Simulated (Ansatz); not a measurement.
# Sc2Al: an axial (c/a) deformation path

An exercise on one series of results from a longer session: the logs are not shown, and one member is left open.

Computed with Ansatz 0.2.0 (DFT r2SCAN, scalar-relativistic, plane waves, PAW, unless a step's input says otherwise).

2 further runs of the same task are left out: 2 set aside as unsound or not needed.

## The starting structure

Symmetry: P6_3/mmc, No. 194, hexagonal system. The conventional cell has a = 4.888 Å, b = 4.888 Å, c = 6.163 Å, α = 90.00°, β = 90.00°, γ = 120.00°. Sc (site symmetry -3m) is surrounded by 8 Sc at 3.08 to 3.22 Å and 6 Al at 3.22 Å. Around Sc (site symmetry -6m2) lie 5 Al at 2.82 to 3.08 Å and 6 Sc at 3.22 Å. Around Al (site symmetry -6m2) lie 11 Sc at 2.82 to 3.22 Å.

Coordinates:

```cif
data_structure
_symmetry_space_group_name_H-M 'P 1'
_symmetry_Int_Tables_number 1
_cell_length_a 4.8880
_cell_length_b 4.8880
_cell_length_c 6.1633
_cell_angle_alpha 90.000
_cell_angle_beta 90.000
_cell_angle_gamma 120.000
_cell_volume 127.53
loop_
_atom_site_label
_atom_site_type_symbol
_atom_site_fract_x
_atom_site_fract_y
_atom_site_fract_z
_atom_site_occupancy
Sc1 Sc 0.00000 0.00000 0.00000 1
Sc2 Sc 0.00000 0.00000 0.50000 1
Sc3 Sc 0.33333 0.66667 0.75000 1
Sc4 Sc 0.66667 0.33333 0.25000 1
Al1 Al 0.33333 0.66667 0.25000 1
Al2 Al 0.66667 0.33333 0.75000 1
```

It goes back to an entry of the Materials Project, which need not be the stable form.

This cell was relaxed beforehand with the same method: volume 21.26 Å³/atom, gap on the mesh none (metal).

The first run:

Input file input.yaml:

```yaml
crystal:
  lattice:
    - [4.8880285218, 0.0, 0.0]
    - [-2.4440142609, 4.2331568743, 0.0]
    - [0.0, 0.0, 6.1633237611]
  atoms:
    - { symbol: Sc, position: [0.0, 0.0, 0.0] }
    - { symbol: Sc, position: [0.0, 0.0, 0.5] }
    - { symbol: Sc, position: [0.3333333333, 0.6666666667, 0.75] }
    - { symbol: Sc, position: [0.6666666667, 0.3333333333, 0.25] }
    - { symbol: Al, position: [0.3333333333, 0.6666666667, 0.25] }
    - { symbol: Al, position: [0.6666666667, 0.3333333333, 0.75] }
basis:
  ecutwfc: 500
kpoints:
  mp_grid: { grid: [12, 12, 10] }
hamiltonian:
  xc: r2scan
scf:
  occupations: { method: gaussian, width: 0.15 }
output:
  forces: true
  stress: true
  eigenvalues: true
  write_density: true
  write_potential: true
  elf: true
  volumetric_format: npy
```

Started as:

```sh
$ ansatz run input.yaml --threads 1 --pin off --max-ram 2560MiB --backend cpu --events-out ev --progress --plain --runs-dir out
```

Steps of the session up to this table: The reference: the undisturbed cell on the scan's mesh; Point ρ = 0.850; At ρ = 1.200; At ρ = 0.920; Point ρ = 1.100; Point ρ = 0.960; ρ = 1.050.

One table of the session follows, with a row left open; its other results are not shown here.

Collected from the runs (energy zero: the undisturbed cell):

```
    ρ  ΔE (meV/atom)  pressure (GPa)
0.850          167.9             0.7
0.920           43.3            -0.1
0.960           10.5            -0.1
1.000            0.0             0.0
1.050           13.2             0.4
1.100              ?               ?
1.200          175.0             2.9
```

Q: Estimate the row for ρ = 1.100 from the others.

Worked estimate for «ΔE (meV/atom)». A straight line through the neighbours (1.050, 13.2) and (1.200, 175.0) gives 13.2 + (175.0 − 13.2) × (1.100 − 1.050) / (1.200 − 1.050) = 67.1; a parabola fitted to 3 rows on both sides gives 46.8.

As computed: ΔE (meV/atom): 50.1; pressure (GPa): 1.1. In «ΔE (meV/atom)» the line misses by +17.0 and the parabola by -3.3.
